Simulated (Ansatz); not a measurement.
## Phases of Lu at 27 GPa

Structure types of Lu are relaxed in primitive cells with their symmetry kept at 27 GPa, on PAW files; LAPW relaxes the small cells further and takes the PAW cell for the others (marked *). The enthalpy is E + pV at zero temperature, without zero-point motion. Only the types listed were tried, and differences under about 5 meV/atom are mesh noise. The real phase may be another.

Level of theory: DFT with PBE, scalar-relativistic, in Ansatz 0.2.0; Fermi–Dirac smearing of 0.05 eV, no spin polarisation. LAPW: all electrons, basis error target 0.5 meV/atom; PAW: frozen-core files, cutoff 420 eV.

k meshes: fcc 15×15×15, bcc 16×16×16, hcp 14×14×8, sc 14×14×14, beta tin 15×15×15, dhcp 12×12×3.

Spin–orbit coupling is left out, which matters for the heavy atoms.

**Question.** Order the types by LAPW enthalpy, lowest first.
A. hcp
B. fcc
C. bcc
D. sc
E. beta tin
F. dhcp

**Answer.** F (0 meV/atom), B (16 meV/atom), A (29 meV/atom), C (193 meV/atom), E (579 meV/atom), D (1096 meV/atom).

```tsv
start type	ends as	a, b, c (Å)	V (Å³/atom)	H − H(lowest), LAPW (meV/atom)	same, PAW
fcc	fcc, Fm-3m	4.343, 4.343, 4.343	20.47	16.2	16.2
bcc	bcc, Im-3m	3.459, 3.459, 3.459	20.69	192.7	192.6
hcp	hcp, P6_3/mmc	3.114, 3.114, 4.931	20.71	29.4	29.5
sc	sc, Pm-3m	2.759, 2.759, 2.759	21.01	1096.1	1095.5
beta tin	beta tin, I4_1/amd	5.284, 5.284, 2.955	20.62	578.9	578.8
dhcp*	dhcp, P6_3/mmc	3.082, 3.082, 9.960	20.48	0.0	0.0
```

**Question.** Split the lead of dhcp over fcc into energy and pV.

**Answer.** For fcc less dhcp: ΔE = +17.8 meV/atom, and p·ΔV = 27 GPa × -0.0093 Å³ × 6.242 meV/(GPa·Å³) = -1.6 meV/atom, together 16.2 meV/atom. dhcp wins by its internal energy, though it is the less dense.
